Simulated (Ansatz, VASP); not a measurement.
**Two plane-wave programs on LiCl**

```
CELL_PARAMETERS angstrom
6.78801 0.00000 0.00000
0.00000 6.78801 0.00000
0.00000 0.00000 3.60189
ATOMIC_POSITIONS crystal
Li 0.66211 0.66211 0.50000
Li 0.16211 0.83789 0.25000
Li 0.33789 0.33789 0.00000
Li 0.83789 0.16211 0.75000
Cl 0.82935 0.82935 0.00000
Cl 0.32935 0.67065 0.75000
Cl 0.17065 0.17065 0.50000
Cl 0.67065 0.32935 0.25000
```

Alike in both runs: functional PBE; k mesh 4 × 4 × 6; occupations gaussian, width 0.02 eV; no spin polarisation.

Ansatz relaxed the structure, and its values are those at the end. VASP's run is a single point on that final structure, the one shown.

|  | VASP | Ansatz |
| --- | --- | --- |
| version | VASP 6.6.1 | Ansatz 0.2.0 |
| potentials or method | VASP PAW PBE potentials, release 64 (Li_sv, Cl) | scalar-relativistic, plane waves, PAW |
| plane-wave cutoff (eV) | 520 | 420 |
| valence electrons in the cell | 40 | 40 |

|  | VASP | Ansatz | Ansatz less VASP |
| --- | --- | --- | --- |
| gap on the k mesh at the Fermi level (eV) | 5.67 | 5.67 | -0.007 |
| least direct gap on the mesh (eV) | 5.72 | 5.72 | -0.008 |
| rms of the force components (eV/Å) | 0.003 | 0.003 | +0.0002 |

 As with any semilocal functional, this PBE gap is likely too small. A k mesh can miss the band edges.
